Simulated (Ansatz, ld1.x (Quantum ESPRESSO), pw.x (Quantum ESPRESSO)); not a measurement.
**silicon (Si): does the TM potential hold in the solid?**

ld1.x (Quantum ESPRESSO) 7.5 input, shortened:

```
&input
   title='Si', zed=14., rel=1, dft='PBESOL', iswitch=3,
   config='[Ne] 3s2 3p2 3d-2'
 /
 &inputp
   pseudotype=2, tm=.true., lloc=0,
   nlcc=.true.
 /
3
3P  2  1   2.00   0.00  1.70  1.70  0.0
3D  3  2  -2.00  -0.05  1.35  1.35  0.0
3S  1  0   2.00   0.00  1.45  1.45  0.0
 &test
   configts(1)='3s2 3p2'
 /
```

Crystal test: bcc Si in pw.x 7.5, no spin, 15³ k-points, Fermi–Dirac smearing 0.01 Ry, cutoffs 85/340 Ry. The reference is all-electron LAPW (Ansatz 0.2.0) with the same functional, mesh and smearing; V0 and B0 come from Birch–Murnaghan fits to the pressures at five volumes. Errors are pseudo minus all-electron; Δ is the rms difference of the E(V) curves that follow from these fits, minima aligned, over ±6 % about the mean V0. Mesh and smearing are coarse, so the numbers serve the comparison and aren't converged zero-temperature values; the lattice is a test structure that the element need not adopt.

All-electron: a0 = 3.056 Å (V0 = 14.27 Å³/atom), B0 = 101.5 GPa.

Q: How far does the potential miss the all-electron equation of state?

A: mean pressure error (GPa): -0.54; a0 (Å): 3.051; a0 error (%): -0.18; B0 error (%): +0.5; Δ (meV/atom): 1.7.

```tsv
V (Å³/atom)	P all-electron (GPa)	P pseudo (GPa)
13.541	5.98	5.35
13.898	2.87	2.29
14.254	0.14	-0.40
14.610	-2.26	-2.75
14.967	-4.35	-4.81
```

Q: At the middle volume, how do free energy and pressure move when the wave cutoff is lowered (ecutrho kept at four times it)?

A:

```
cutoff (Ry)  shift of F (meV/atom)  shift of P (GPa)
         38                  +40.0             -0.71
         51                  +19.7             -0.22
         68                   +5.7             -0.38
```

The run at the middle volume (120 k-points, 6 iterations) took about 5.3 s on one core of a shared host (AMD EPYC 9R45 96-Core Processor, 96 threads, 376 GiB, load 34).
